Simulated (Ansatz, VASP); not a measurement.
**AlFe in VASP and in Ansatz**

```xyz
2
Lattice="2.8450 0.0000 0.0000 0.0000 2.8450 0.0000 0.0000 0.0000 2.8450" Properties=species:S:1:pos:R:3 pbc="T T T"
Al    0.0000    0.0000    0.0000
Fe    1.4225    1.4225    1.4225
```

Alike in both runs: functional PBEsol; k mesh 14 × 14 × 14; occupations gaussian, width 0.1 eV; collinear spin.

Ansatz relaxed the structure, and its values are those at the end. VASP's run is a single point on that final structure, the one shown.

|  | VASP | Ansatz |
| --- | --- | --- |
| version | VASP 6.6.1 | Ansatz 0.2.0 |
| potentials or method | VASP PAW PBE potentials, release 64 (Al, Fe) | scalar-relativistic, plane waves, PAW |
| plane-wave cutoff (eV) | 520 | 520 |
| valence electrons in the cell | 11 | 19 |

```csv
,VASP,Ansatz,Ansatz less VASP
gap on the k mesh at the Fermi level (eV),none,none,-
pressure (GPa),0.2,0.0,-0.18
net moment per atom (μB),0.33,0.33,+0.002
size of the moment on the site where the two differ most (μB),0.69,0.68,-0.004
```

Site moments also hang on the region over which each program counts them. A gap of «none» marks a metal or a gap that the smearing closes. The two sets of potentials don't hold the same shells in valence.

Caveats: the PAW data sets were made with another functional, which shifts forces and pressure a little (VASP).
